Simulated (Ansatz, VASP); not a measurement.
# One calculation of ZnS, two programs

INCAR

```
SYSTEM = ZnS
PREC = Accurate ; ENCUT = 520
EDIFF = 1E-6 ; ISMEAR = -1
SIGMA = 0.08 ; LREAL = .FALSE.
LASPH = .TRUE. ; NELM = 60
ALGO = Normal ; ISIF = 2
LWAVE = .FALSE. ; LCHARG = .FALSE.
GGA = PE ; NBANDS = 16
```

Contents of KPOINTS:

```
regular mesh
0
G
  14 14 14
  0 0 0
```

POSCAR

```
ZnS
1.0
    0.0000000000      2.2870942076      2.2870942076
    2.2870942076      0.0000000000      2.2870942076
    2.2870942076      2.2870942076      0.0000000000
Zn S
1 1
Direct
    0.0000000000      0.0000000000      0.0000000000
    0.5000000000      0.5000000000      0.5000000000
```

Input for Ansatz:

```yaml
crystal:
  lattice:
    - [0.0, 2.2870942076, 2.2870942076]
    - [2.2870942076, 0.0, 2.2870942076]
    - [2.2870942076, 2.2870942076, 0.0]
  atoms:
    - { symbol: Zn, position: [0.0, 0.0, 0.0] }
    - { symbol: S, position: [0.5, 0.5, 0.5] }
kpoints:
  mp_grid: { grid: [14, 14, 14] }
scf:
  occupations: { method: fermi_dirac, width: 0.08 }
hamiltonian:
  xc: pbe
  pseudopotentials: { kind: paw }
output:
  forces: true
  stress: true
  eigenvalues: true
  populations: true
```

Change from the starting cell: volume scaled by 0.72, PAW files.

Alike in both runs: task single point; functional PBE; k mesh 14 × 14 × 14; occupations fermi-dirac, width 0.08 eV; no spin polarisation.

|  | VASP | Ansatz |
| --- | --- | --- |
| version | VASP 6.6.1 | Ansatz 0.2.0 |
| potentials or method | VASP PAW PBE potentials, release 64 (Zn, S) | PAW with Ansatz's default frozen-core files, scalar-relativistic |
| plane-wave cutoff (eV) | 520 | 420 |
| valence electrons in the cell | 18 | 18 |

```csv
,VASP,Ansatz,Ansatz less VASP
pressure (GPa),59.7,59.0,-0.69
```

Caveats: so large a pressure means that the cell lies far from this level's equilibrium, or that cutoff or potentials fall short (VASP).
